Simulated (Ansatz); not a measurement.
Structure from Materials Project entry mp-66 (possibly hypothetical), not relaxed further.

An input for C: DFT, r2SCAN, all-electron PAW with datasets made for the crystal, scalar-relativistic (Ansatz 0.2.0).

Command: `ansatz run input.yaml --threads 1 --pin off --max-ram 2048MiB --backend cpu --events-out ev --progress --plain --runs-dir out` The run took about 8.1 s on 1 thread of a shared machine.

```yaml
crystal:
  lattice:
    - [0.0, 1.7803725545, 1.7803725545]
    - [1.7803725545, 0.0, 1.7803725545]
    - [1.7803725545, 1.7803725545, 0.0]
  atoms:
    - { symbol: C, position: [0.0, 0.0, 0.0] }
    - { symbol: C, position: [0.25, 0.25, 0.25] }
kpoints:
  mp_grid: { grid: [14, 14, 14] }
  band_path:
    path:
      - [0.0, 0.0, 0.0]
      - [0.5, 0.0, 0.5]
      - [0.625, 0.25, 0.625]
      - [0.375, 0.375, 0.75]
      - [0.0, 0.0, 0.0]
      - [0.5, 0.5, 0.5]
      - [0.5, 0.25, 0.75]
      - [0.5, 0.0, 0.5]
    npoints: 8
scf:
  occupations: { method: fermi_dirac, width: 0.03 }
hamiltonian:
  xc: r2scan
  pseudopotentials: { kind: all_electron, datasets: crystal }
output:
  forces: true
  stress: true
  eigenvalues: true
  efg: { contact_densities: true }
```

Set-up and iterations as logged by Ansatz (the results part is left out, to be predicted):

```
hamiltonian.pseudopotentials.datasets: crystal makes datasets for this crystal and solves the spheres of its atoms anew in each pass: cutoff 540.0 eV, the density's 3780.0 eV; for an error of 0.50 meV an atom under PBE, 1.0 meV for the cell; an energy difference from a run of another recipe may be off by several times the error for the cell, under r2SCAN by more, where some 0.1 meV an atom stays at smaller errors; C in spheres of 0.767 Å, 4 of its electrons in bands
Engine: ansatz 0.2.0
Pseudopotentials: kind: all_electron
Pseudopotential: C, paw, valence charge 4, recommended cutoff 540 eV (normal), Koelling and Harmon's equation, gaussian nucleus
Functional definition: r2SCAN
  parameter k0 = 0.174
  parameter k1 = 0.065
  parameter a1 = 4.9479
  exchange = r2scan_x(k0 = k0, k1 = k1, a1 = a1)
  correlation = r2scan_c
Crystal: 2 atoms, lattice volume = 11.287 Å³
Basis set: ecut = 540 eV, 331 PW (Γ), exchange–correlation on 81×81×81 points (27 copies of the dense FFT grid, shifted against one another)
Bands: 8, of which v1, the nominal top of the filled ones, is band 4 counted from 1 (3 counted from 0)
Symmetry: 48 space group operations
Space group: Fd-3m (ITA 227), of the structure as read, at distance tolerance 2.2e-5 Å
k-points: 104 of 2744
Non-local potential: C, projectors of the file, l = 0: 1, l = 1: 1
PAW form: soft (Blöchl's): semilocal exchange-correlation on the pseudo side does not see the compensation charge
PAW one-centre angular grid: C, 302 points (default); XC on its mesh's 1881 points in the sphere
Initial density: superposition of atomic densities (neutral atoms: chi_scale 0, normalization atom)
Initial wavefunctions: pseudopotential atomic-orbital guess
Functional: x = r2scan, c = r2scan; τ floored in thin density (d = 2e-4 eV/Å³)
iter 1 solved again at ethr=1.85e-2 eV; its pass at ethr=1.00e-1 eV (dr2=1.48e0 eV) is discarded
SCF iter   1: F=—  HF=-2075.058798 eV  |F-HF|=—  |Δ(HF+E_count)|=         —  Δρ=1.41e-1  dr2=1.53e0  dr2_τ=4.82e-1  ethr=1.85e-2  ⟨swp⟩=2.0  Hψ=5021  notcnv=0
SCF iter   2: F=—  HF=-2075.013231 eV  |F-HF|=—  |Δ(HF+E_count)|=   4.56e-2  Δρ=6.09e-2  dr2=2.56e-1  dr2_τ=2.37e-3  ethr=1.85e-2  ⟨swp⟩=2.5  Hψ=1720  notcnv=0
iter 3 solved again at ethr=9.47e-6 eV; its pass at ethr=3.20e-3 eV (dr2=7.57e-4 eV) is discarded
SCF iter   3: F=—  HF=-2075.006736 eV  |F-HF|=—  |Δ(HF+E_count)|=   6.49e-3  Δρ=5.07e-3  dr2=8.01e-4  dr2_τ=1.63e-4  ethr=9.47e-6  ⟨swp⟩=3.0  Hψ=4668  notcnv=0
SCF iter   4: F=—  HF=-2075.007705 eV  |F-HF|=—  |Δ(HF+E_count)|=   9.68e-4  Δρ=1.49e-3  dr2=5.74e-5  dr2_τ=2.63e-7  ethr=9.47e-6  ⟨swp⟩=2.0  Hψ=1464  notcnv=0
SCF iter   5: F=—  HF=-2075.007896 eV  |F-HF|=—  |Δ(HF+E_count)|=   1.92e-4  Δρ=1.14e-4  dr2=1.51e-7  dr2_τ=2.80e-7  ethr=7.18e-7  ⟨swp⟩=3.0  Hψ=2326  notcnv=0
SCF iter   6: F=—  HF=-2075.007898 eV  |F-HF|=—  |Δ(HF+E_count)|=   1.62e-6  Δρ=2.06e-5  dr2=5.31e-9  dr2_τ=5.16e-9  ethr=1.89e-9  ⟨swp⟩=3.0  Hψ=1666  notcnv=0
SCF iter   7: F=-2075.007898 eV  HF=-2075.007898 eV  |F-HF|=1.41e-10  |Δ(HF+E_count)|=   8.44e-8  Δρ=1.19e-6  dr2=4.04e-11  dr2_τ=5.89e-12  ethr=6.64e-11  ⟨swp⟩=3.0  Hψ=1664  notcnv=0
```

Question: What pressure will this run report?

Answer: -0.37 GPa (positive in compression).

Question: Is there a band gap?

Answer: 4.36 eV, indirect from Γ to the line Γ–X (0.5, 0, 0.5).
